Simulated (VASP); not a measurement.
# GaP (F-43m) in VASP: a series of runs, part 2 of 2

VASP 6.6.1. The steps go on from the part before.

### 3 Relaxation of cell and atoms, PBE+MBD

Contents of INCAR:

```
PREC = Accurate
ENCUT = 600
EDIFF = 1E-6
ISMEAR = -1
SIGMA = 0.05
LREAL = F
LASPH = T
NELM = 80
ALGO = Fast
ISIF = 3
LWAVE = F
LCHARG = F
GGA = PE
IVDW = 202
IBRION = 2
NSW = 40
EDIFFG = -0.02
```

Contents of KPOINTS:

```
Automatic mesh
0
Gamma
  8 8 8
```

Contents of POSCAR:

```
GaP
1.0
    0.0000000000      2.7252500000      2.7252500000
    2.7252500000      0.0000000000      2.7252500000
    2.7252500000      2.7252500000      0.0000000000
Ga P
1 1
Direct
    0.0000000000      0.0000000000      0.0000000000
    0.7500000000      0.7500000000      0.7500000000
```

Potentials or basis: VASP PAW PBE potentials, release 64 (Ga_d, P).

Command:

```sh
> cat potpaw_PBE.64/Ga_d/POTCAR potpaw_PBE.64/P/POTCAR > POTCAR
> mpirun -np 1 vasp_std > vasp.out
```

OUTCAR:

```text
PREC = Accurate
   ENCUT = 600
   EDIFF = 1E-6
   ISMEAR = -1
   LREAL = F
   LASPH = T
   NELM = 80
   ISIF = 3
   GGA = PE
   IVDW = 202
   IBRION = 2
   NSW = 40
   EDIFFG = -0.02
  IVDW = 202

 ion  position               nearest neighbor table
   1  0.000  0.000  0.000-   2 2.36   2 2.36   2 2.36   2 2.36
   2  0.750  0.750  0.750-   1 2.36   1 2.36   1 2.36   1 2.36

  LATTYP: Found a face centered cubic cell.
 ALAT       =     5.4505000000

  Lattice vectors:

 A1 = (   0.0000000000,   2.7252500000,   2.7252500000)
[... 578 lines left out ...]
      2     P       -0.14977358

  Tkatchenko/Scheffler method for vdW energy calculation

  Edisp (eV):   -0.59041

  FORCE on cell =-STRESS in cart. coord.  units (eV):
  Direction    XX          YY          ZZ          XY          YZ          ZX
  --------------------------------------------------------------------------------------
  -------------------------------------------------------------------------------------
  Total       0.01556     0.01556     0.01556     0.00000     0.00000     0.00000
  in kB       0.61594     0.61594     0.61594     0.00000     0.00000     0.00000
  external pressure =        0.62 kB  Pullay stress =        0.00 kB

 VOLUME and BASIS-vectors are now :
 -----------------------------------------------------------------------------
  energy-cutoff  :      600.00
  volume of cell :       40.48
      direct lattice vectors                 reciprocal lattice vectors
     0.000000000  2.725250000  2.725250000    -0.183469406  0.183469406  0.183469406
     2.725250000  0.000000000  2.725250000     0.183469406 -0.183469406  0.183469406
     2.725250000  2.725250000  0.000000000     0.183469406  0.183469406 -0.183469406

 POSITION                                       TOTAL-FORCE (eV/Angst)
 -----------------------------------------------------------------------------------
      0.00000      0.00000      0.00000        -0.000000     -0.000000     -0.000000
      4.08788      4.08788      4.08788         0.000000      0.000000      0.000000
 -----------------------------------------------------------------------------------
    total drift:                               -0.000002     -0.000002     -0.000002

  FREE ENERGIE OF THE ION-ELECTRON SYSTEM (eV)
  ---------------------------------------------------
  free  energy   TOTEN  =        -9.7064564781 eV

  energy  without entropy=       -9.7064564751  energy(sigma->0) =       -9.70645648

 reached required accuracy - stopping structural energy minimisation
```

OSZICAR:

```text
N       E                     dE             d eps       ncg     rms          rms(c)
DAV:   1     0.860645435800E+02    0.86065E+02   -0.99032E+03   770   0.213E+03
DAV:   2    -0.248561605291E+01   -0.88550E+02   -0.85561E+02   809   0.355E+02
DAV:   3    -0.925968323804E+01   -0.67741E+01   -0.67380E+01   964   0.786E+01
DAV:   4    -0.938218453782E+01   -0.12250E+00   -0.12245E+00   894   0.119E+01
DAV:   5    -0.938552490921E+01   -0.33404E-02   -0.33402E-02   977   0.164E+00    0.425E+00
RMM:   6    -0.914056198920E+01    0.24496E+00   -0.36231E-01   851   0.562E+00    0.265E+00
RMM:   7    -0.911574053770E+01    0.24821E-01   -0.19297E-01   803   0.229E+00    0.116E+00
RMM:   8    -0.911527231895E+01    0.46822E-03   -0.22304E-02   885   0.178E+00    0.197E-01
RMM:   9    -0.911582993535E+01   -0.55762E-03   -0.61028E-03   915   0.822E-01    0.638E-02
RMM:  10    -0.911600083280E+01   -0.17090E-03   -0.98103E-04   999   0.324E-01    0.364E-02
RMM:  11    -0.911604538953E+01   -0.44557E-04   -0.20300E-04   917   0.139E-01    0.930E-03
RMM:  12    -0.911604981465E+01   -0.44251E-05   -0.49643E-05   979   0.688E-02    0.468E-03
RMM:  13    -0.911605071440E+01   -0.89975E-06   -0.77790E-06   797   0.322E-02
   1 F= -.97064565E+01 E0= -.97064565E+01  d E =-.970646E+01
```

CONTCAR:

```text
GaP
   1.00000000000000
     0.0000000000000000    2.7252500000000000    2.7252500000000000
     2.7252500000000000    0.0000000000000000    2.7252500000000000
     2.7252500000000000    2.7252500000000000    0.0000000000000000
  Ga              P
     1     1
Direct
     0.0000000000000000    0.0000000000000000    0.0000000000000000
     0.7500000000000000    0.7500000000000000    0.7500000000000000

  0.00000000E+00  0.00000000E+00  0.00000000E+00
  0.00000000E+00  0.00000000E+00  0.00000000E+00
```

Wall time 38 s (1 thread of AMD EPYC 7R13 (Zen 3), shared host); peak memory 0.15 GiB.

Results:

| Quantity | Value |
| --- | --- |
| Free energy | -9.7065 eV |
| Pressure after relaxing | 0.1 GPa |
| Band gap on the k mesh | 1.64 eV, indirect (least direct gap 1.83 eV) |
| Hirshfeld charges | Ga +0.15; P -0.15 e |
| Dispersion energy per atom | -0.295 eV |

Final structure:
```cif
data_structure
_symmetry_space_group_name_H-M 'P 1'
_symmetry_Int_Tables_number 1
_cell_length_a 3.8541
_cell_length_b 3.8541
_cell_length_c 3.8541
_cell_angle_alpha 60.000
_cell_angle_beta 60.000
_cell_angle_gamma 60.000
_cell_volume 40.48
loop_
_atom_site_label
_atom_site_type_symbol
_atom_site_fract_x
_atom_site_fract_y
_atom_site_fract_z
_atom_site_occupancy
Ga1 Ga 0.00000 0.00000 0.00000 1
P1 P 0.75000 0.75000 0.75000 1
```

Caveat: the relaxation stopped at its first step, so nothing moved. A hybrid or GW would open this gap; PBE tends to underestimate it.

### 4 Relaxation of cell and atoms, PBEsol+D3

Contents of INCAR:

```
PREC = Accurate ; ENCUT = 600
EDIFF = 1E-6 ; ISMEAR = -1
SIGMA = 0.05 ; LREAL = F
LASPH = T ; NELM = 80
ALGO = Normal ; ISIF = 3
LWAVE = F ; LCHARG = F
GGA = PS ; IVDW = 11
IBRION = 2 ; NSW = 40
EDIFFG = -0.02
```

KPOINTS is that of step 3.

POSCAR is that of step 3.

Command:

```sh
> cat potpaw_PBE.64/Ga_d/POTCAR potpaw_PBE.64/P/POTCAR > POTCAR
> mpirun -np 1 vasp_std > vasp.out
```

Run time: 33 s. Hardware: 1 thread of AMD EPYC 7R13 (Zen 3), shared host; peak memory 0.17 GiB.

It converged, with:

| Item | Value |
| --- | --- |
| Free energy | -10.2471 eV |
| Relaxed volume | 19.76 Å³/atom |
| Relaxed cell | a = 3.823 Å, b = 3.823 Å, c = 3.823 Å, α = 60.00°, β = 60.00°, γ = 60.00° |
| Space group after relaxing (to 0.05 Å) | F-43m (No. 216) |
| Energy gained by relaxing | 3.1 meV/atom |
| Ionic steps | 3 |
| Pressure after relaxing | 0.0 GPa |
| Band gap on the k mesh | 1.47 eV, indirect (least direct gap 1.95 eV) |
| Dispersion energy per atom | -0.164 eV |

Step by step:
| step | energy change (eV) | largest force (eV/Å) | pressure (GPa) | volume (Å³) |
| --- | --- | --- | --- | --- |
| 1 | 0.0000 | 0.0000 | -2.03 | 40.48 |
| 2 | -0.0043 | 0.0000 | 1.20 | 38.99 |
| 3 | -0.0063 | 0.0000 | -0.03 | 39.51 |

Final structure:
```yaml
crystal:
  lattice:
    - [0.00000, 2.70338, 2.70338]
    - [2.70338, 0.00000, 2.70338]
    - [2.70338, 2.70338, 0.00000]
  atoms:
    - { symbol: Ga, position: [0.00000, 0.00000, 0.00000] }
    - { symbol: P, position: [0.75000, 0.75000, 0.75000] }
```

Levels at points of the mesh, in eV from the valence-band top:
```tsv
k point	band 7	band 8	band 9	band 10	band 11	band 12
(0.00, 0.00, 0.00)	0.00	0.00	0.00	1.95	3.82	3.82
(0.50, 0.00, 0.00)	-6.84	-1.17	-1.17	1.66	4.64	4.64
(0.50, 0.50, 0.00)	-6.92	-2.80	-2.80	1.47	1.69	10.73
```

Caveat: the PAW data sets were made with another functional, which shifts forces and pressure a little. Expect the measured gap to be larger: semilocal functionals such as PBEsol lack the derivative discontinuity.

### 5 Relaxation of cell and atoms, PBEsol+D3(BJ)

Contents of INCAR:

```
ALGO = Normal
EDIFF = 1E-6
EDIFFG = -0.02
ENCUT = 600
GGA = PS
IBRION = 2
ISIF = 3
ISMEAR = -1
IVDW = 12
LASPH = T
LCHARG = F
LREAL = F
LWAVE = F
NELM = 60
NSW = 60
PREC = Accurate
SIGMA = 0.05
```

Contents of KPOINTS:

```
k-points
0
Gamma
  8 8 8
```

POSCAR is that of step 4.

Command:

```sh
> cat potpaw_PBE.64/Ga_d/POTCAR potpaw_PBE.64/P/POTCAR > POTCAR
> mpirun -np 1 vasp_std > vasp.out
```

Wall time 32 s (1 thread of AMD EPYC 7R13 (Zen 3), shared host); peak memory 0.17 GiB.

The run converged. Its results:

- Free energy: -10.4954 eV
- Relaxed volume: 19.57 Å³/atom
- Relaxed cell: a = 3.811 Å, b = 3.811 Å, c = 3.811 Å, α = 60.00°, β = 60.00°, γ = 60.00°
- Space group after relaxing (to 0.05 Å): F-43m (No. 216)
- Energy gained by relaxing: 6.1 meV/atom
- Ionic steps: 3
- Pressure after relaxing: -0.1 GPa
- Band gap on the k mesh: 1.44 eV, indirect (least direct gap 2.03 eV)
- Dispersion energy per atom: -0.291 eV

The path:
```csv
step,energy change (eV),largest force (eV/Å),pressure (GPa),volume (Å³)
1,0.0000,0.0000,-2.85,40.48
2,-0.0083,0.0000,1.74,38.41
3,-0.0123,0.0000,-0.06,39.14
```

Final structure:
```
CELL_PARAMETERS angstrom
0.00000 2.69482 2.69482
2.69482 0.00000 2.69482
2.69482 2.69482 0.00000
ATOMIC_POSITIONS crystal
Ga 0.00000 0.00000 0.00000
P 0.75000 0.75000 0.75000
```

Levels at points of the mesh, in eV from the valence-band top:
```
           k point  band 5  band 6  band 7  band 8  band 9  band 10  band 11  band 12  band 13
(0.00, 0.00, 0.00)  -14.49  -12.78    0.00    0.00    0.00     2.03     3.82     3.82     3.82
(0.50, 0.00, 0.00)  -14.48  -10.58   -6.89   -1.18   -1.18     1.69     4.64     4.64     8.14
(0.50, 0.50, 0.00)  -14.47   -9.62   -6.97   -2.83   -2.83     1.44     1.68    10.80    10.80
```

Caveat: the PAW data sets were made with another functional, which shifts forces and pressure a little.

### 6 Overview

| level | gap on the mesh (eV) | pressure (GPa) | relaxed volume (Å³/atom) |
| --- | --- | --- | --- |
| PBE+TS | 1.62 | 0.0 | 20.57 |
| PBE+MBD | 1.64 | 0.1 | - |
| PBEsol+D3 | 1.47 | 0.0 | 19.76 |
| PBEsol+D3(BJ) | 1.44 | -0.1 | 19.57 |

Alike in all rows: task relaxation of cell and atoms; potentials or basis VASP PAW PBE potentials, release 64 (Ga_d, P); no spin polarisation; cell relaxed; k mesh 8 × 8 × 8; cutoff (eV) 600; smearing fermi-dirac 0.05 eV.

Caveats: the PAW data sets were made with another functional, which shifts forces and pressure a little (some runs); the relaxation stopped at its first step, so nothing moved (some runs).

Total energies depend on the potentials used, so only differences within one code and one set of settings carry meaning.
